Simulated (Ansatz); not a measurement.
Ti: pressure and energy change per atom as volume scale varies

Results calculated with Ansatz 0.2.0, not measured. Plane-wave DFT, scalar-relativistic PAW made under PBE with cores redone for the functional, no dispersion; the given relaxed cell is scaled uniformly, energy at zero smearing counts from the unscaled cell, pressure at the given Fermi-Dirac smearing is positive in compression.

The cell before it is scaled or strained (space group Pm-3m, No. 221):
```
CELL_PARAMETERS angstrom
2.67770 0.00000 0.00000
0.00000 2.67770 0.00000
0.00000 0.00000 2.67770
ATOMIC_POSITIONS crystal
Ti 0.00000 0.00000 0.00000
```

Settings of every row: spin polarised no; functional RPBE; wave cutoff 420 eV; smearing width 0.1 eV; k mesh 13x13x13.

Atom starting moment: 0 on all atoms.

Limits: the cell comes from a prototype or a list of computed structures and needn't be the stable phase.

```csv
row,volume scale,V (Å³/atom),pressure (GPa),energy change per atom (meV)
1,0.88,16.895,?,?
2,0.92,17.663,6.81,27.6
3,0.96,18.431,3.01,5.41
4,1.04,19.967,-2.79,8.54
5,1.08,20.735,-4.99,28.67
6,1.12,21.503,-6.82,58.45
```

Question: what pressure and energy change per atom should row 1 give?

Worked fit of pressure. Take u = (V_r/V)^(2/3) − 1 with V_r = 19.967 Å³ an atom, which is twice the finite (Eulerian) strain; such expansions in the strain, on which the Birch-Murnaghan equation of state is built, carry the rest volume and the bulk modulus. The shown rows have u = 0.08517, 0.05481, 0, -0.02485, -0.04821. Least squares give pressure = −2.794 + 94.013 × u + 219.5 × u² GPa; a straight line predicts inner rows, each left out in turn, worse (root mean square 0.43 against 0.011 GPa). The rows lie off it by 0.00, -0.01, 0.00, 0.00, 0.00. The pressure vanishes at u = 0.0279, or V = 19.16 Å³ an atom, and there the bulk modulus at fixed shape and fractions is B = −V dP/dV = (2/3)(1 + u) dP/du = 72.8 GPa. The withheld row has u = 0.11781, so the fit gives −2.794 + 94.013 × (0.11781) + 219.5 × (0.11781)² = 11.33 GPa.

The calculation gave 11.37 GPa. The fit lies 0.04 GPa (0.22 % of the column's range) below it; its largest miss of a shown row is 0.01 GPa. This row lies beyond the range of the fit.

Worked fit of energy change per atom. Take u = (V_r/V)^(2/3) − 1 with V_r = 19.967 Å³ an atom, which is twice the finite (Eulerian) strain; such expansions in the strain, on which the Birch-Murnaghan equation of state is built, carry the rest volume and the bulk modulus. The shown rows have u = 0.08517, 0.05481, 0, -0.02485, -0.04821. Least squares give energy change per atom = 8.61 − 577.86 × u + 9416.23 × u² meV; a straight line predicts inner rows, each left out in turn, worse (root mean square 18 against 0.24 meV). The rows lie off it by -0.10, 0.18, -0.07, -0.11, 0.10 (root mean square 0.12 meV). The withheld row has u = 0.11781, so the fit gives 8.61 − 577.86 × (0.11781) + 9416.23 × (0.11781)² = 71.22 meV.

The calculation gave 70.02 meV. The fit lies 1.20 meV (1.7 % of the value, 1.9 % of the column's range) above it; its largest miss of a shown row is 0.18 meV. This row lies beyond the range of the fit.
